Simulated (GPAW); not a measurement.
# SnTe (Fm-3m) in GPAW: settings compared, part 2 of 2

GPAW 26.7.0. Earlier steps stand in the parts before.

## 4. Band structure, LDA, non-collinear spin, zero start, spin-orbit coupling

This run uses another cell than the first one, of 31.28 Å³/atom, 0.962 times its volume.

The input, run.py:

```python
from ase.dft.bandgap import bandgap
from ase.io import write
from ase.spacegroup import crystal
from ase.parallel import parprint
from gpaw import GPAW, PW

# Te 4b
# Sn 4a
atoms = crystal(['Te', 'Sn'],
                basis=[[0.5, 0.0, 0.0],
                       [0.0, 0.0, 0.0]],
                spacegroup=225, setting=1,  # Fm-3m
                cellpar=[6.3017, 6.3017, 6.3017, 90.0, 90.0, 90.0],
                primitive_cell=True)

calc = GPAW(mode=PW(600),
            xc='LDA',
            kpts={'size': (3, 3, 3), 'gamma': True},
            occupations={'name': 'fermi-dirac', 'width': 0.05},
            magmoms=[[0.0, 0.0, 0.0], [0.0, 0.0, 0.0]],
            soc=True,
            symmetry='off',
            nbands=32,
            convergence={'density': 1e-05, 'energy': 1e-05},
            maxiter=150,
            txt='gpaw.txt')
atoms.calc = calc
energy = atoms.get_potential_energy()
forces = atoms.get_forces()
calc.write('gs.gpw')
write('result.traj', atoms)
parprint(f'Energy: {energy:.6f} eV')
parprint('Forces (eV/A):')
parprint(forces.round(4))
parprint('Moments:')
parprint(calc.get_non_collinear_magnetic_moments().round(3))
parprint('Fermi level:', round(calc.get_fermi_level(), 4), 'eV')
parprint(f'Gap: {bandgap(calc)[0]:.4f} eV, direct: {bandgap(calc, direct=True)[0]:.4f} eV')

path = atoms.cell.bandpath('GXWKGLUWLK,UX', npoints=80, eps=1e-4)
bs_calc = calc.fixed_density(kpts=path, symmetry='off', nbands=58,
                             convergence={'bands': 'CBM+6.0', 'eigenstates': 1e-6}, txt='bands.txt')
bs = bs_calc.band_structure()
bs.write('bs.json')
parprint(f'Gap on the path: {bandgap(bs_calc)[0]:.4f} eV')
```

Potentials or basis: the program's PAW data sets (release 1.2.1) made for this functional, pw.

Run with:

```bash
$ OMP_NUM_THREADS=1 mpirun -n 4 gpaw python run.py
```

gpaw.txt:

```text
__  _  _
 | _ |_)|_||  |
 |__||  | ||/\| - 26.7.0

Input parameters:
  mode=PW(ecut=600.0),
  convergence={'density': 1e-05, 'energy': 1e-05},
  kpts=MonkhorstPack(size=(3, 3, 3), gamma=True),
  magmoms=array([[0., 0., 0.],
         [0., 0., 0.]]),
  maxiter=150,
  nbands=32,
  occupations=Occupations(name='fermi-dirac', width=0.05),
  soc=True,
  symmetry=Symmetry(point_group=False, time_reversal=False),
  xc=XC(name='LDA')

Diagonalizing LCAO Hamiltonian
Converting LCAO to pw mode

                 Te

       Sn

Atoms  # Å, Bohr magnetons
|   | symbol |        x |        y |        z |    initial magnetic moments |
|---|--------|----------|----------|----------|-----------------------------|
| 0 |     Te | 3.150850 | 3.150850 | 3.150850 | ( 0.0000,  0.0000,  0.0000) |
| 1 |     Sn | 0.000000 | 0.000000 | 0.000000 | ( 0.0000,  0.0000,  0.0000) |

Unit cell  # Å
| periodic |        x |        y |        z |  lengths |    angles |
[... 162 lines left out ...]
  Coulomb:         -13.711200
  Zero:              0.129395
  External:          0.000000
  Xc:               -8.835260
  Entropy:          -0.000009
  Spinorbit:        -0.388002
  ----------------------------
  Free energy:      -9.417523
  Extrapolated:     -9.417519

dipole moment: (-21.511440, -21.511440, -21.511440)  # |e|*Ang

Total magnetic moment: (-0.000000, 0.000000, -0.000000)

Local magnetic moments
|         x |         y |         z |
|-----------|-----------|-----------|
| -0.000000 | -0.000000 |  0.000000 |  # Te   0
|  0.000000 |  0.000000 | -0.000000 |  # Sn   1

Fermi level: 6.081
Eigenvalues  # (at kpt = [-0.333, -0.333, -0.333])
| band index |      eig [eV] | occ [0-1] |
|------------|---------------|-----------|
|          0 |       -16.276 |     1.000 |
|        ... |               |           |
|         12 |        -1.425 |     1.000 |
|         13 |        -1.425 |     1.000 |
|         14 |         3.792 |     1.000 |
|         15 |         3.792 |     1.000 |
|         16 |         4.498 |     1.000 |
|         17 |         4.498 |     1.000 |
[... 8 lines left out ...]
|         26 |        11.980 |     0.000 |
|         27 |        11.980 |     0.000 |
|        ... |               |           |
|         63 |        29.216 |     0.000 |

Gap: 1.126 eV
Transition (v -> c):
  (s=0, k=22, n=19, [0.33, 0.00, 0.00]) -> (s=0, k=12, n=20, [0.00, 0.00, -0.33])
Direct/indirect transitions are different
Direct gap: 1.126 eV
Transition at: (s=0, k=4, n=19, [-0.33, 0.00, 0.00])

Forces  # eV/Ang
|        x |        y |        z |
|----------|----------|----------|
|  0.00000 | -0.00001 |  0.00000 |  # Te   0
| -0.00000 |  0.00001 | -0.00000 |  # Sn   1

# Writing to gs.gpw (mode='')
```

stdout:

```text
Energy: -9.417519 eV
Forces (eV/A):
[[ 0. -0.  0.]
 [-0.  0. -0.]]
Moments:
[[-0. -0.  0.]
 [ 0.  0. -0.]]
Fermi level: 6.0813 eV
Gap: 1.1261 eV, direct: 1.1261 eV
Gap on the path: 0.2798 eV
```

It took 4 min on 4 MPI ranks of Arm Neoverse V2, shared host; peak memory 0.47 GiB.

What came out:

* Free energy: -9.4175 eV
* Band gap along the path: 0.28 eV, indirect (least direct gap 0.32 eV)
* Net moment: 0.00 μB per cell

Levels at the corners of the path, in eV from the Fermi level:
| point | band 16 | band 17 | band 18 | band 19 | band 20 | band 21 | band 22 | band 23 | band 24 | band 25 |
| --- | --- | --- | --- | --- | --- | --- | --- | --- | --- | --- |
| Γ | -2.76 | -1.78 | -1.78 | -1.78 | -1.78 | 2.65 | 2.65 | 3.63 | 3.63 | 3.63 |
| X | -5.56 | -3.96 | -3.96 | -3.44 | -3.44 | 2.25 | 2.25 | 4.42 | 4.42 | 5.29 |
| W | -4.91 | -4.70 | -4.70 | -0.80 | -0.80 | 0.81 | 0.81 | 4.52 | 4.52 | 4.80 |
| K | -5.16 | -3.30 | -3.30 | -2.62 | -2.62 | 2.75 | 2.75 | 3.31 | 3.31 | 4.24 |
| Γ | -2.76 | -1.78 | -1.78 | -1.78 | -1.78 | 2.65 | 2.65 | 3.63 | 3.63 | 3.63 |
| L | -2.14 | -1.43 | -1.43 | -0.18 | -0.18 | 0.14 | 0.14 | 0.31 | 0.31 | 0.57 |
| U | -5.16 | -3.30 | -3.30 | -2.62 | -2.62 | 2.75 | 2.75 | 3.31 | 3.31 | 4.24 |
| W | -4.91 | -4.70 | -4.70 | -0.80 | -0.80 | 0.81 | 0.81 | 4.52 | 4.52 | 4.80 |
| L | -2.14 | -1.43 | -1.43 | -0.18 | -0.18 | 0.14 | 0.14 | 0.31 | 0.31 | 0.57 |
| K | -5.16 | -3.30 | -3.30 | -2.62 | -2.62 | 2.75 | 2.75 | 3.31 | 3.31 | 4.24 |
| U | -5.16 | -3.30 | -3.30 | -2.62 | -2.62 | 2.75 | 2.75 | 3.31 | 3.31 | 4.24 |
| X | -5.56 | -3.96 | -3.96 | -3.44 | -3.44 | 2.25 | 2.25 | 4.42 | 4.42 | 5.29 |

Moments on the atoms (μB; x, y, z):
```
Te  0.00 0.00 0.00
Sn  0.00 0.00 0.00
```

Caveat: the k mesh is coarse (spacing up to 0.58 Å⁻¹), so the values aren't converged; this odd mesh misses L, where the gap lies, so gap, dielectric constants and Born charges aren't listed; this program's spin-orbit splittings come out too wide for heavy elements.

## 5. The runs side by side

| task | level | potentials or basis | spin | cell | k mesh | cutoff (eV) | smearing | response ecut | response k mesh | response bands | kernels | coarser k mesh | mesh quality | gap on the mesh (eV) |
| --- | --- | --- | --- | --- | --- | --- | --- | --- | --- | --- | --- | --- | --- | --- |
| dielectric tensor | PBE | GPAW PAW data sets (gpaw-data 1.2.1), pw | off | Fm-3m, 32.53 Å³/atom | 6 × 6 × 6 | 450 | fermi-dirac 0.001 eV | 80 eV | 18 × 18 × 18 | 30 | ["RPA"] | 18 × 18 × 18 | not flagged | 0.01 |
| dielectric tensor | PBE | GPAW PAW data sets (gpaw-data 1.2.1), pw | off | Fm-3m, 33.16 Å³/atom | 6 × 6 × 6 | 450 | fermi-dirac 0.001 eV | 80 eV | 18 × 18 × 18 | 30 | ["RPA"] | 18 × 18 × 18 | not flagged | 0.06 |
| band structure | LDA | the program's PAW data sets (release 1.2.1) made for this functional, pw | non-collinear, zero start, SOC | Fm-3m, 31.28 Å³/atom | 3 × 3 × 3 | 600 | fermi-dirac 0.05 eV | - | - | - | - | - | coarse | - |

Caveats: some runs use coarse meshes; the gap is small at this level, which inflates the dielectric constant (some runs); the long-wavelength limit can be off by a per cent or two (some runs); spin-orbit coupling is left out, which moves the levels of the heavy elements (some runs); this program's spin-orbit splittings come out too wide for heavy elements (some runs).

Total energies depend on the potentials used, so only differences within one code and one set of settings carry meaning.

## 6. Against experiment

Step 2. A measured gap of SnTe is 0.18 eV (direct; 300 K; a printed reference work, textbook); the calculated 0.01 eV misses it by -0.17 eV. Spin-orbit coupling on Sn, Te is left out. The value is that of PBE on a finite k mesh, which can miss the band edges, without temperature or zero-point motion. Semilocal functionals fall short of measured gaps as a rule.

Step 3. A measured gap of SnTe is 0.18 eV (direct; 300 K; a printed reference work, textbook); the calculated 0.06 eV misses it by -0.12 eV. Spin-orbit coupling on Sn, Te is left out. The value is that of PBE on a finite k mesh, which can miss the band edges, without temperature or zero-point motion. Semilocal functionals fall short of measured gaps as a rule.
